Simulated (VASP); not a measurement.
# BN (P6_3/mmc) in VASP: notebook, part 2 of 2

VASP 6.6.1. Earlier steps stand in the parts before.

## Step 3: Band structure, PBE-EpsX

The input, POSCAR:

```
BN
1.0
    2.4982400000      0.0000000000      0.0000000000
   -1.2491200000      2.1635393048      0.0000000000
    0.0000000000      0.0000000000      6.6357000000
N B
2 2
Direct
    0.6666666667      0.3333333333      0.2500000000
    0.3333333333      0.6666666667      0.7500000000
    0.6666666667      0.3333333333      0.7500000000
    0.3333333333      0.6666666667      0.2500000000
```

The input, INCAR.step1:

```
  PREC = Accurate
  ENCUT = 520
  EDIFF = 1E-8
  ISMEAR = 0
  SIGMA = 0.02
  LREAL = False
  LASPH = True
  NELM = 80
  ALGO = Normal
  ISIF = 2
  LWAVE = False
  LCHARG = False
  GGA = PE
  LEPSILON = True
```

The input, KPOINTS.step1:

```
Automatic mesh
0
G
  12 12 4
  0 0 0
```

The input, INCAR.step2:

```
  PREC = Accurate
  ENCUT = 520
  EDIFF = 1E-5
  ISMEAR = 0
  SIGMA = 0.02
  LREAL = False
  LASPH = True
  NELM = 80
  ALGO = Normal
  ISIF = 2
  LWAVE = True
  LCHARG = False
  GGA = PE
```

The input, KPOINTS.step2:

```
regular mesh
0
Gamma
  8 8 4
```

The input, INCAR.step3:

```
  PREC = Accurate
  ENCUT = 520
  EDIFF = 1E-6
  ISMEAR = 0
  SIGMA = 0.02
  LREAL = False
  LASPH = True
  NELM = 80
  ALGO = Normal
  ISIF = 2
  LWAVE = False
  LCHARG = False
  GGA = PE
  LHFCALC = True
  AEXX = 0.2463
  PRECFOCK = Fast
  HFRCUT = -1
  ISTART = 1
```

The input, KPOINTS.step3:

```
regular mesh
0
Gamma
  8 8 4
```

The input, KPOINTS_OPT:

```
path GMKGALHA,LM,KH
10
line-mode
reciprocal
 0.0000000000  0.0000000000  0.0000000000  G
 0.5000000000  0.0000000000  0.0000000000  M

 0.5000000000  0.0000000000  0.0000000000  M
 0.3333333333  0.3333333333  0.0000000000  K

 0.3333333333  0.3333333333  0.0000000000  K
 0.0000000000  0.0000000000  0.0000000000  G

 0.0000000000  0.0000000000  0.0000000000  G
 0.0000000000  0.0000000000  0.5000000000  A

 0.0000000000  0.0000000000  0.5000000000  A
 0.5000000000  0.0000000000  0.5000000000  L

 0.5000000000  0.0000000000  0.5000000000  L
 0.3333333333  0.3333333333  0.5000000000  H

 0.3333333333  0.3333333333  0.5000000000  H
 0.0000000000  0.0000000000  0.5000000000  A

 0.5000000000  0.0000000000  0.5000000000  L
 0.5000000000  0.0000000000  0.0000000000  M

 0.3333333333  0.3333333333  0.0000000000  K
 0.3333333333  0.3333333333  0.5000000000  H
```

Potentials or basis: VASP PAW PBE potentials, release 64 (N, B).

Launch:

```sh
$ cat potpaw_PBE.64/N/POTCAR potpaw_PBE.64/B/POTCAR > POTCAR
$ cp INCAR.step1 INCAR
$ cp KPOINTS.step1 KPOINTS
$ mpirun -np 1 vasp_std > vasp.out
$ cp INCAR.step2 INCAR
$ cp KPOINTS.step2 KPOINTS
$ mpirun -np 1 vasp_std > vasp.out
$ cp INCAR.step3 INCAR
$ cp KPOINTS.step3 KPOINTS
$ mpirun -np 1 vasp_std > vasp.out
```

OUTCAR:

```text
PREC = Accurate
   ENCUT = 520
   EDIFF = 1E-6
   ISMEAR = 0
   LREAL = False
   LASPH = True
   NELM = 80
   ISIF = 2
   GGA = PE
   LHFCALC = True
   AEXX = 0.2463
   PRECFOCK = Fast
   ISTART = 1

 ion  position               nearest neighbor table
   1  0.667  0.333  0.250-   4 1.44   4 1.44   4 1.44
   2  0.333  0.667  0.750-   3 1.44   3 1.44   3 1.44
   3  0.667  0.333  0.750-   2 1.44   2 1.44   2 1.44
   4  0.333  0.667  0.250-   1 1.44   1 1.44   1 1.44

  LATTYP: Found a hexagonal cell.
 ALAT       =     2.4982400000
 C/A-ratio  =     2.6561499296

  Lattice vectors:

 A1 = (   2.4982400000,   0.0000000000,   0.0000000000)
 A2 = (  -1.2491200000,   2.1635393048,   0.0000000000)
 A3 = (   0.0000000000,   0.0000000000,   6.6357000000)

Analysis of symmetry for initial positions (statically):
=====================================================================
 Subroutine PRICEL returns:
 Original cell was already a primitive cell.

 Routine SETGRP: Setting up the symmetry group for a
 hexagonal supercell.

 Subroutine GETGRP returns: Found 24 space group operations
 (whereof 12 operations were pure point group operations)
 out of a pool of 24 trial point group operations.

The static configuration has the point symmetry D_3d.
 The point group associated with its full space group is D_6h.

Analysis of symmetry for dynamics (positions and initial velocities):
=====================================================================
 Subroutine PRICEL returns:
 Original cell was already a primitive cell.

 Routine SETGRP: Setting up the symmetry group for a
 hexagonal supercell.

 Subroutine GETGRP returns: Found 24 space group operations
 (whereof 12 operations were pure point group operations)
 out of a pool of 24 trial point group operations.

[... 141 lines left out ...]
   IVDW    =     0    specifies the selected vdW correction
   LEPSILON=     F    determine dielectric tensor
   LRPA    =     F    only Hartree local field effects (RPA)
 non-spin polarized calculation
 Gauss-broadening in eV      SIGMA  =   0.02
  energy-cutoff  :      520.00
  volume of cell :       35.87
 maximum number of plane-waves:       985
 NGX is ok and might be reduce to    20
  NGX = 12; NGY = 12; NGZ = 32

 number of electron      15.9999997 magnetization

 Free energy of the ion-electron system (eV)
  ---------------------------------------------------
  ext. energy  EPLUGINS =         0.00000000
  ---------------------------------------------------
  free energy    TOTEN  =       -42.56409751 eV

  energy without entropy =      -42.56409751  energy(sigma->0) =      -42.56409751

 E-fermi :   1.2702     XC(G=0):  -7.9818

 val. band max:        1.1366358775   @ k =   0.3750   0.2500   0.0000
 cond. band min:       7.4412441306   @ k =   0.5000   0.0000   0.0000
 fundamental gap:      6.3046082531
 Fermi energy:         1.2702491024

 k-point     1 :       0.0000    0.0000    0.0000
  band No.  band energies     occupation
      1     -18.5291      2.00000
      2     -18.2162      2.00000
      3      -5.7389      2.00000
      4      -3.4143      2.00000
      5      -0.4499      2.00000
      6      -0.4499      2.00000
      7      -0.4086      2.00000
      8      -0.4086      2.00000
      9       8.2575      0.00000
     10      13.9161      0.00000
     11      15.2182      0.00000
     12      15.2186      0.00000
[... 331 lines left out ...]
 k-point    24 :       0.3750    0.0000    0.5000
  band No.  band energies     occupation
      1     -15.8086      2.00000
      2     -15.8086      2.00000
      3      -7.3682      2.00000
      4      -7.3682      2.00000
      5      -3.1390      2.00000
      6      -3.1390      2.00000
      7      -1.0853      2.00000
      8      -1.0853      2.00000
      9       9.5609      0.00000
     10       9.5609      0.00000
     11      13.4453      0.00000
     12      13.4453      0.00000

 [... further k-points ...]

------------------------ aborting loop because EDIFF is reached ----------------------------------------

  FORCE on cell =-STRESS in cart. coord.  units (eV):
  Direction    XX          YY          ZZ          XY          YZ          ZX
  --------------------------------------------------------------------------------------
  -------------------------------------------------------------------------------------
  Total       -0.1454575     -0.1454575      0.4725261      0.0000000      0.0000000      0.0000000
  in kB       -6.4977202     -6.4977202     21.1081758      0.0000000      0.0000000      0.0000000
  external PRESSURE =       2.7042451 kB  Pullay stress =       0.0000000 kB

 VOLUME and BASIS-vectors are now :
 -----------------------------------------------------------------------------
  energy-cutoff  :      520.00
  volume of cell :       35.87
      direct lattice vectors                 reciprocal lattice vectors
     2.498240000  0.000000000  0.000000000     0.400281798  0.231102804  0.000000000
    -1.249120000  2.163539305  0.000000000     0.000000000  0.462205608  0.000000000
     0.000000000  0.000000000  6.635700000     0.000000000  0.000000000  0.150700002

 POSITION                                       TOTAL-FORCE (eV/Angst)
 -----------------------------------------------------------------------------------
      1.24912      0.72118      1.65892         0.000000     -0.000000      0.000000
     -0.00000      1.44236      4.97677        -0.000000      0.000000     -0.000000
      1.24912      0.72118      4.97677         0.000000      0.000000      0.000000
     -0.00000      1.44236      1.65892        -0.000000      0.000000      0.000000
 -----------------------------------------------------------------------------------
    total drift:                               -0.000000      0.000000      0.000000

  FREE ENERGIE OF THE ION-ELECTRON SYSTEM (eV)
  ---------------------------------------------------
  free  energy   TOTEN  =       -42.5640975144 eV

  energy  without entropy=      -42.5640975144  energy(sigma->0) =      -42.56409751
```

OUTCAR.step2:

```text
PREC = Accurate
   ENCUT = 520
   EDIFF = 1E-5
   ISMEAR = 0
   LREAL = False
[... 593 lines left out ...]
      1.24912      0.72118      1.65892        -0.000000     -0.000000      0.000000
     -0.00000      1.44236      4.97677        -0.000000      0.000000      0.000000
      1.24912      0.72118      4.97677         0.000000     -0.000000      0.000000
     -0.00000      1.44236      1.65892        -0.000000      0.000000      0.000000
 -----------------------------------------------------------------------------------
    total drift:                                0.000000     -0.000000      0.000000

  FREE ENERGIE OF THE ION-ELECTRON SYSTEM (eV)
  ---------------------------------------------------
  free  energy   TOTEN  =       -35.1467970368 eV

  energy  without entropy=      -35.1467970368  energy(sigma->0) =      -35.14679704
```

It took 27 min on 1 thread of AMD EPYC 9R45 (Zen 5), shared host; peak memory 0.24 GiB.

Results:

```
Free energy             : -42.5641 eV
Pressure                : 0.3 GPa
Band gap on the k mesh  : 6.30 eV, indirect (least direct gap 6.81 eV)
Band gap along the path : 6.28 eV, indirect (least direct gap 6.79 eV)
```

Stress tensor (GPa, compression positive):
```
-0.65  0.00  0.00
 0.00 -0.65  0.00
 0.00  0.00  2.11
```

Levels at the corners of the path, in eV from the valence-band top:
```csv
point,band 6,band 7,band 8,band 9,band 10,band 11
Γ,-1.62,-1.57,-1.57,7.09,12.75,14.08
M,-4.62,-1.61,-0.54,6.28,7.80,11.82
M,-4.62,-1.61,-0.54,6.28,7.80,11.82
K,-8.02,-0.12,-0.12,6.99,6.99,12.70
K,-8.02,-0.12,-0.12,6.99,6.99,12.70
Γ,-1.62,-1.57,-1.57,7.09,12.75,14.06
Γ,-1.62,-1.57,-1.57,7.09,12.75,14.07
A,-1.59,-1.59,-1.59,9.68,9.68,14.12
A,-1.59,-1.59,-1.59,9.68,9.68,14.12
L,-4.65,-1.05,-1.05,6.77,6.77,12.27
L,-4.65,-1.05,-1.05,6.77,6.77,12.27
H,-8.03,-0.04,-0.04,6.75,6.75,14.00
H,-8.03,-0.04,-0.04,6.75,6.75,14.00
A,-1.59,-1.59,-1.59,9.68,9.68,14.12
L,-4.65,-1.05,-1.05,6.77,6.77,12.27
M,-4.62,-1.61,-0.54,6.28,7.80,11.82
K,-8.02,-0.12,-0.12,6.99,6.99,12.70
H,-8.03,-0.04,-0.04,6.75,6.75,14.00
```

Caveat: the PAW data sets were made with another functional, which shifts forces and pressure a little.
